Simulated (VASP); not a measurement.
# NaCl (Pm-3m) in VASP: notebook

One crystal, NaCl, is run at these levels: HSE03, PBE0; tasks: band structure.

All numbers are computed with VASP 6.6.1; they aren't measurements. Logs are shortened: lines on timing, memory, paths and dates and some standing lists are left out, and cuts for length are marked.

## Step 1: Starting point

Symmetry: Pm-3m, No. 221, cubic system. The conventional cell has a = 3.502 Å, b = 3.502 Å, c = 3.502 Å, α = 90.00°, β = 90.00°, γ = 90.00°. Around Cl (site symmetry m-3m) lie 8 Na at 3.03 Å. Na (site symmetry m-3m) has 8 Cl at 3.03 Å as nearest neighbours.

Measurements of this composition are mostly on another form, of space group No. 225.

## Step 2: Band structure, HSE03

File POSCAR:

```
NaCl
1.0
    3.5021900000      0.0000000000      0.0000000000
    0.0000000000      3.5021900000      0.0000000000
    0.0000000000      0.0000000000      3.5021900000
Cl Na
1 1
Direct
    0.5000000000      0.5000000000      0.5000000000
    0.0000000000      0.0000000000      0.0000000000
```

File INCAR.step1:

```
ALGO = Normal ; EDIFF = 1E-5
ENCUT = 520 ; GGA = PE
ISIF = 2 ; ISMEAR = 0
KPAR = 4 ; LASPH = True
LCHARG = False ; LREAL = False
LWAVE = True ; NBANDS = 14
NELM = 60 ; PREC = Accurate
SIGMA = 0.02
```

File INCAR.step2:

```
ALGO = Normal ; EDIFF = 1E-6
ENCUT = 520 ; GGA = PE
HFSCREEN = 0.3 ; ISIF = 2
ISMEAR = 0 ; ISTART = 1
KPAR = 4 ; LASPH = True
LCHARG = False ; LHFCALC = True
LREAL = False ; LWAVE = False
NBANDS = 14 ; NELM = 60
PREC = Accurate ; PRECFOCK = Fast
SIGMA = 0.02
```

File KPOINTS:

```
k-points
0
Gamma
  6 6 6
```

File KPOINTS_OPT:

```
path GXMGRX,MR
10
line-mode
reciprocal
 0.0000000000  0.0000000000  0.0000000000  G
 0.0000000000  0.5000000000  0.0000000000  X

 0.0000000000  0.5000000000  0.0000000000  X
 0.5000000000  0.5000000000  0.0000000000  M

 0.5000000000  0.5000000000  0.0000000000  M
 0.0000000000  0.0000000000  0.0000000000  G

 0.0000000000  0.0000000000  0.0000000000  G
 0.5000000000  0.5000000000  0.5000000000  R

 0.5000000000  0.5000000000  0.5000000000  R
 0.0000000000  0.5000000000  0.0000000000  X

 0.5000000000  0.5000000000  0.0000000000  M
 0.5000000000  0.5000000000  0.5000000000  R
```

Potentials or basis: VASP PAW PBE potentials, release 64 (Cl, Na_pv).

The run is started by

```console
> cat potpaw_PBE.64/Cl/POTCAR potpaw_PBE.64/Na_pv/POTCAR > POTCAR
> cp INCAR.step1 INCAR
> mpirun -np 4 vasp_std > vasp.out
> cp INCAR.step2 INCAR
> mpirun -np 4 vasp_std > vasp.out
```

OUTCAR:

```text
EDIFF = 1E-6
   ENCUT = 520
   GGA = PE
   HFSCREEN = 0.3
   ISIF = 2
   ISMEAR = 0
   ISTART = 1
   LASPH = True
   LHFCALC = True
   LREAL = False
   NELM = 60
   PREC = Accurate
   PRECFOCK = Fast

 ion  position               nearest neighbor table
   1  0.500  0.500  0.500-
   2  0.000  0.000  0.000-

  LATTYP: Found a simple cubic cell.
 ALAT       =     3.5021900000

  Lattice vectors:

 A1 = (   3.5021900000,   0.0000000000,   0.0000000000)
 A2 = (   0.0000000000,   3.5021900000,   0.0000000000)
 A3 = (   0.0000000000,   0.0000000000,   3.5021900000)

Analysis of symmetry for initial positions (statically):
=====================================================================
 Subroutine PRICEL returns:
 Original cell was already a primitive cell.

 Routine SETGRP: Setting up the symmetry group for a
 simple cubic supercell.

 Subroutine GETGRP returns: Found 48 space group operations
 (whereof 48 operations were pure point group operations)
 out of a pool of 48 trial point group operations.

The static configuration has the point symmetry O_h .

Analysis of symmetry for dynamics (positions and initial velocities):
=====================================================================
 Subroutine PRICEL returns:
 Original cell was already a primitive cell.

 Routine SETGRP: Setting up the symmetry group for a
 simple cubic supercell.

 Subroutine GETGRP returns: Found 48 space group operations
 (whereof 48 operations were pure point group operations)
 out of a pool of 48 trial point group operations.

The dynamic configuration has the point symmetry O_h .

 Subroutine INISYM returns: Found 48 space group operations
 (whereof 48 operations are pure point group operations),
 and found     1 'primitive' translations

----------------------------------------------------------------------------------------

                                     Primitive cell

  volume of cell :      42.9555

  direct lattice vectors                    reciprocal lattice vectors
     3.502190000  0.000000000  0.000000000     0.285535622  0.000000000  0.000000000
     0.000000000  3.502190000  0.000000000     0.000000000  0.285535622  0.000000000
     0.000000000  0.000000000  3.502190000     0.000000000  0.000000000  0.285535622

  length of vectors
     3.502190000  3.502190000  3.502190000     0.285535622  0.285535622  0.285535622

  position of ions in fractional coordinates (direct lattice)
     0.500000000  0.500000000  0.500000000
     0.000000000  0.000000000  0.000000000

  ion indices of the primitive-cell ions
   primitive index   ion index
                 1           1
                 2           2

----------------------------------------------------------------------------------------

 KPOINTS: k-points

Automatic generation of k-mesh.
 Grid dimensions read from file:
 generate k-points for:    6    6    6

 Generating k-lattice:

  Cartesian coordinates                     Fractional coordinates (reciprocal lattice)
     0.047589270  0.000000000  0.000000000     0.166666667  0.000000000  0.000000000
     0.000000000  0.047589270  0.000000000     0.000000000  0.166666667  0.000000000
     0.000000000  0.000000000  0.047589270     0.000000000  0.000000000  0.166666667

  Length of vectors
     0.047589270  0.047589270  0.047589270

  Shift w.r.t. Gamma in fractional coordinates (k-lattice)
     0.000000000  0.000000000  0.000000000

 Subroutine IBZKPT returns following result:
 ===========================================

 Found     20 irreducible k-points:

 Following reciprocal coordinates:
            Coordinates               Weight
  0.000000  0.000000  0.000000      1.000000
  0.166667  0.000000  0.000000      6.000000
  0.333333  0.000000  0.000000      6.000000
  0.500000  0.000000  0.000000      3.000000
  0.166667  0.166667  0.000000     12.000000
  0.333333  0.166667  0.000000     24.000000
[... 12 lines left out ...]
  0.500000  0.500000  0.333333      6.000000
  0.500000  0.500000  0.500000      1.000000
   k-points           NKPTS =     20   k-points in BZ     NKDIM =    216   number of bands    NBANDS=     14
   number of dos      NEDOS =    301   number of ions     NIONS =      2
   total plane-waves  NPLWV =  21952
   dimension x,y,z NGX =    28 NGY =   28 NGZ =   28
   dimension x,y,z NGXF=    56 NGYF=   56 NGZF=   56
   ions per type =               1   1
   NGX,Y,Z   is equivalent  to a cutoff of  13.29, 13.29, 13.29 a.u.
   NGXF,Y,Z  is equivalent  to a cutoff of  26.58, 26.58, 26.58 a.u.
 SYSTEM =  unknown system
   PREC   = accura    normal or accurate (medium, high low for compatibility)
   ISTART =      1    job   : 0-new  1-cont  2-samecut
   ICHARG =      0    charge: 1-file 2-atom 10-const
   ISPIN  =      1    spin polarized calculation?
   LNONCOLLINEAR =      F non collinear calculations
   LSORBIT =      F    spin-orbit coupling
   LASPH  =      T    aspherical Exc in radial PAW
   ENCUT  =  520.0 eV  38.22 Ry    6.18 a.u.   6.51  6.51  6.51*2*pi/ulx,y,z
   NELM   =     60;   NELMIN=  2; NELMDL=  0     # of ELM steps
   EDIFF  = 0.1E-05   stopping-criterion for ELM
   LREAL  =      F    real-space projection
   EDIFFG = 0.1E-04   stopping-criterion for IOM
   NSW    =      0    number of steps for IOM
   IBRION =     -1    ionic relax: 0-MD 1-quasi-New 2-CG
   NFREE  =      0    steps in history (QN), initial steepest desc. (CG)
   ISIF   =      2    stress and relaxation
   ISYM   =      3    0-nonsym 1-usesym 2-fastsym
   POTIM  = 0.5000    time-step for ionic-motion
   TEBEG  =    0.0;   TEEND  =   0.0 temperature during run
   PSTRESS=    0.0 pullay stress
   NELECT =      14.0000    total number of electrons
   NUPDOWN=      -1.0000    fix difference up-down
   EMIN   =  10.00;   EMAX   =-10.00  energy-range for DOS
   EFERMI =   0.00;   METHOD = LEGACY
   ISMEAR =     0;   SIGMA  =   0.02  broadening in eV -4-tet -1-fermi 0-gaus
   EFERMI_NEDOS =   21; number of points for ismear=-14 and -15
   IALGO  =     38    algorithm
   IMIX   =      1    mixing-type and parameters
     AMIX     =   0.40;   BMIX     =  1.00
     AMIX_MAG =   1.60;   BMIX_MAG =  1.00
  volume/ion in A,a.u.               =      21.48       144.94
  Fermi-wavevector in a.u.,A,eV,Ry     =   1.126621  2.129005 17.269530  1.269275
  Thomas-Fermi vector in A             =   2.263304
   LORBIT       =      0    0 simple, 1 ext, 2 COOP (PROOUT), +10 PAW based schemes
   GGA     = PE    functional components
   LHFCALC =     T    Hartree Fock is set to
   PRECFOCK=fast      Normal, Fast or Accurate (Low or Medium for compatibility)
   ENCUT4O =  -1.0   cutoff for four orbital integrals eV
   NKREDX  =     1    reduce k-point grid by
   NKREDY  =     1    reduce k-point grid by
   NKREDZ  =     1    reduce k-point grid by
   AEXX    =    0.2500 exact exchange contribution
   HFSCREEN=    0.3000 screening length (either q_TF or 0.3 A-1)
   HFSCREENC=   0.3000 screening length for correlation (either q_TF or 0.3 A-1)
   ENCUTFOCK=  -1.0 apply spherical cutoff to Coloumb kernel
   IVDW    =     0    specifies the selected vdW correction
   LEPSILON=     F    determine dielectric tensor
   LRPA    =     F    only Hartree local field effects (RPA)
 non-spin polarized calculation
 Gauss-broadening in eV      SIGMA  =   0.02
  energy-cutoff  :      520.00
  volume of cell :       42.96
 maximum number of plane-waves:      1189
 NGX is ok and might be reduce to    28
  NGX = 16; NGY = 16; NGZ = 16

 number of electron      13.9999982 magnetization

 Free energy of the ion-electron system (eV)
  ---------------------------------------------------
  ext. energy  EPLUGINS =         0.00000000
  ---------------------------------------------------
  free energy    TOTEN  =        -7.37843905 eV

  energy without entropy =       -7.37843905  energy(sigma->0) =       -7.37843905

 E-fermi :  -0.1927     XC(G=0):  -7.1488

 val. band max:       -0.3579135277   @ k =   0.5000   0.5000   0.0000
 cond. band min:       4.6933505074   @ k =   0.0000   0.0000   0.0000
 fundamental gap:      5.0512640351
 Fermi energy:        -0.1927381976

 k-point     1 :       0.0000    0.0000    0.0000
  band No.  band energies     occupation
      1     -24.5389      2.00000
      2     -24.5389      2.00000
      3     -24.5389      2.00000
      4     -14.9377      2.00000
      5      -0.8841      2.00000
      6      -0.8841      2.00000
      7      -0.8841      2.00000
      8       4.6934      0.00000
      9       9.3124      0.00000
     10       9.3124      0.00000
     11      16.7567      0.00000
     12      16.7568      0.00000
     13      16.7569      0.00000
     14      17.0380      0.00000

 k-point     2 :       0.1667    0.0000    0.0000
  band No.  band energies     occupation
      1     -24.5482      2.00000
      2     -24.5380      2.00000
      3     -24.5380      2.00000
      4     -14.8476      2.00000
      5      -1.6931      2.00000
      6      -0.8235      2.00000
      7      -0.8235      2.00000
      8       5.4253      0.00000
      9       9.6265      0.00000
     10       9.8801      0.00000
     11      14.8762      0.00000
     12      14.8762      0.00000
     13      16.1277      0.00000
     14      17.2556      0.00000

 k-point     3 :       0.3333    0.0000    0.0000
  band No.  band energies     occupation
      1     -24.5669      2.00000
      2     -24.5362      2.00000
      3     -24.5362      2.00000
      4     -14.6571      2.00000
      5      -2.9338      2.00000
      6      -0.6974      2.00000
      7      -0.6974      2.00000
      8       6.7404      0.00000
      9      10.1220      0.00000
     10      10.5093      0.00000
     11      13.3217      0.00000
     12      13.3217      0.00000
     13      15.2773      0.00000
     14      16.9081      0.00000
[... 256 lines left out ...]
 k-point    19 :       0.5000    0.5000    0.3333
  band No.  band energies     occupation
      1     -24.5639      2.00000
      2     -24.5639      2.00000
      3     -24.5551      2.00000
      4     -14.0495      2.00000
      5      -2.4507      2.00000
      6      -2.4507      2.00000
      7      -1.9038      2.00000
      8       7.2986      0.00000
      9       8.4745      0.00000
     10       8.4745      0.00000
     11      13.7384      0.00000
     12      14.8375      0.00000
     13      16.5815      0.00000
     14      16.5815      0.00000

 k-point    20 :       0.5000    0.5000    0.5000
  band No.  band energies     occupation
      1     -24.5626      2.00000
      2     -24.5626      2.00000
      3     -24.5626      2.00000
      4     -13.9727      2.00000
      5      -2.3334      2.00000
      6      -2.3334      2.00000
      7      -2.3334      2.00000
      8       7.8285      0.00000
      9       7.8285      0.00000
     10       7.8285      0.00000
     11      12.6284      0.00000
     12      17.0072      0.00000
     13      17.0072      0.00000
     14      17.0072      0.00000

------------------------ aborting loop because EDIFF is reached ----------------------------------------

  FORCE on cell =-STRESS in cart. coord.  units (eV):
  Direction    XX          YY          ZZ          XY          YZ          ZX
  --------------------------------------------------------------------------------------
  -------------------------------------------------------------------------------------
  Total       -0.1103575     -0.1103575     -0.1103575      0.0000000     -0.0000000      0.0000000
  in kB       -4.1161700     -4.1161700     -4.1161700      0.0000000     -0.0000000      0.0000000
  external PRESSURE =      -4.1161700 kB  Pullay stress =       0.0000000 kB

 VOLUME and BASIS-vectors are now :
 -----------------------------------------------------------------------------
  energy-cutoff  :      520.00
  volume of cell :       42.96
      direct lattice vectors                 reciprocal lattice vectors
     3.502190000  0.000000000  0.000000000     0.285535622  0.000000000  0.000000000
     0.000000000  3.502190000  0.000000000     0.000000000  0.285535622  0.000000000
     0.000000000  0.000000000  3.502190000     0.000000000  0.000000000  0.285535622

 POSITION                                       TOTAL-FORCE (eV/Angst)
 -----------------------------------------------------------------------------------
      1.75110      1.75110      1.75110         0.000000      0.000000      0.000000
      0.00000      0.00000      0.00000         0.000000      0.000000      0.000000
 -----------------------------------------------------------------------------------
    total drift:                                0.000000      0.000000      0.000001

  FREE ENERGIE OF THE ION-ELECTRON SYSTEM (eV)
  ---------------------------------------------------
  free  energy   TOTEN  =        -7.3784390499 eV

  energy  without entropy=       -7.3784390499  energy(sigma->0) =       -7.37843905
```

Run time: 2.6 min. Hardware: 4 MPI ranks of Intel Xeon 6975P-C (Granite Rapids), shared host; peak memory 0.3 GiB.

Results:

| Property | Result |
| --- | --- |
| Free energy | -7.3784 eV |
| Pressure | -0.4 GPa |
| Band gap on the k mesh | 5.05 eV, indirect (least direct gap 5.58 eV) |
| Band gap along the path | 5.05 eV, indirect (least direct gap 5.58 eV) |

Levels at the corners of the path, in eV from the valence-band top:
```tsv
point	band 3	band 4	band 5	band 6	band 7	band 8	band 9	band 10	band 11	band 12
Γ	-24.18	-14.58	-0.53	-0.53	-0.53	5.05	9.67	9.67	17.11	17.12
X	-24.18	-14.20	-3.10	-0.27	-0.27	8.03	9.82	11.69	13.11	13.11
X	-24.18	-14.20	-3.10	-0.27	-0.27	8.03	9.82	11.69	13.11	13.11
M	-24.18	-13.91	-2.41	-2.41	0.00	6.60	11.07	12.30	12.30	13.89
M	-24.18	-13.91	-2.41	-2.41	0.00	6.60	11.07	12.30	12.30	13.89
Γ	-24.18	-14.58	-0.53	-0.53	-0.53	5.05	9.67	9.67	17.11	17.12
Γ	-24.18	-14.58	-0.53	-0.53	-0.53	5.05	9.67	9.67	17.11	17.12
R	-24.21	-13.61	-1.98	-1.98	-1.98	8.19	8.19	8.19	12.99	17.37
R	-24.21	-13.61	-1.98	-1.98	-1.98	8.19	8.19	8.19	12.99	17.37
X	-24.18	-14.20	-3.10	-0.27	-0.27	8.03	9.82	11.69	13.11	13.11
M	-24.18	-13.91	-2.41	-2.41	0.00	6.60	11.07	12.30	12.30	13.89
R	-24.21	-13.61	-1.98	-1.98	-1.98	8.19	8.19	8.19	12.99	17.37
```

Caveat: the PAW data sets were made with another functional, which shifts forces and pressure a little.

## Step 3: Band structure, PBE0

POSCAR is that of step 2.

INCAR.step1 is that of step 2.

File INCAR.step2:

```
AEXX = 0.25 ; ALGO = Normal
EDIFF = 1E-6 ; ENCUT = 520
GGA = PE ; HFRCUT = -1
ISIF = 2 ; ISMEAR = 0
ISTART = 1 ; KPAR = 4
LASPH = True ; LCHARG = False
LHFCALC = True ; LREAL = False
LWAVE = False ; NBANDS = 14
NELM = 60 ; PREC = Accurate
PRECFOCK = Fast ; SIGMA = 0.02
```

KPOINTS is that of step 2.

KPOINTS_OPT is that of step 2.

Potentials or basis: VASP PAW PBE potentials, release 64 (Cl, Na_pv).

The run is started by

```console
> cat potpaw_PBE.64/Cl/POTCAR potpaw_PBE.64/Na_pv/POTCAR > POTCAR
> cp INCAR.step1 INCAR
> mpirun -np 4 vasp_std > vasp.out
> cp INCAR.step2 INCAR
> mpirun -np 4 vasp_std > vasp.out
```

Run time: 2.8 min. Hardware: 4 MPI ranks of Intel Xeon 6975P-C (Granite Rapids), shared host; peak memory 0.21 GiB.

It converged, with:

| Property | Result |
| --- | --- |
| Free energy | -8.0760 eV |
| Pressure | -0.5 GPa |
| Band gap on the k mesh | 6.01 eV, indirect (least direct gap 6.54 eV) |
| Band gap along the path | 6.01 eV, indirect (least direct gap 6.54 eV) |

Levels at the corners of the path, in eV from the valence-band top:
| point | band 5 | band 6 | band 7 | band 8 | band 9 | band 10 |
| --- | --- | --- | --- | --- | --- | --- |
| Γ | -0.53 | -0.53 | -0.53 | 6.01 | 10.66 | 10.66 |
| X | -3.17 | -0.28 | -0.28 | 9.01 | 10.86 | 12.72 |
| X | -3.17 | -0.28 | -0.28 | 9.01 | 10.86 | 12.72 |
| M | -2.46 | -2.46 | 0.00 | 7.58 | 12.09 | 13.32 |
| M | -2.46 | -2.46 | 0.00 | 7.58 | 12.09 | 13.32 |
| Γ | -0.53 | -0.53 | -0.53 | 6.01 | 10.66 | 10.66 |
| Γ | -0.53 | -0.53 | -0.53 | 6.01 | 10.66 | 10.66 |
| R | -2.01 | -2.01 | -2.01 | 9.18 | 9.18 | 9.18 |
| R | -2.01 | -2.01 | -2.01 | 9.18 | 9.18 | 9.18 |
| X | -3.17 | -0.28 | -0.28 | 9.01 | 10.86 | 12.72 |
| M | -2.46 | -2.46 | 0.00 | 7.58 | 12.09 | 13.32 |
| R | -2.01 | -2.01 | -2.01 | 9.18 | 9.18 | 9.18 |

Caveat: the PAW data sets were made with another functional, which shifts forces and pressure a little.

## Step 4: For comparison

An earlier run on the cell as given: functional PBEsol; potentials or basis VASP PAW PBE potentials, release 64 (Cl, Na_pv); cutoff 520 eV; k mesh 8 × 8 × 8; occupations fermi-dirac, width 0.05 eV; no spin polarisation.

- Pressure: -1.2 GPa
- Band gap on the k mesh: 3.84 eV, indirect (least direct gap 4.34 eV)

## Step 5: The runs side by side

```tsv
task	level	k mesh	smearing	grid for exact exchange (PRECFOCK)	exchange at q = 0	gap on the mesh (eV)	pressure (GPa)
band structure	HSE03	6 × 6 × 6	gaussian 0.02 eV	Fast	-	5.05	-0.4
band structure	PBE0	6 × 6 × 6	gaussian 0.02 eV	Fast	truncated	6.01	-0.5
single point	PBEsol	8 × 8 × 8	fermi-dirac 0.05 eV	-	-	3.84	-1.2
```

Alike in all rows: potentials or basis VASP PAW PBE potentials, release 64 (Cl, Na_pv); no spin polarisation; cell as given; cutoff (eV) 520.

On the cell as given the gap runs from 3.84 eV (PBEsol) to 6.01 eV (PBE0); the meshes differ, which moves gaps too. The pressure there spans -1.2 GPa (PBEsol) to -0.4 GPa (HSE03); a positive pressure means that this level wants a larger cell, a negative one a smaller.

Caveats: the PAW data sets were made with another functional, which shifts forces and pressure a little.

Absolute energies hang on the potentials; compare differences alone.
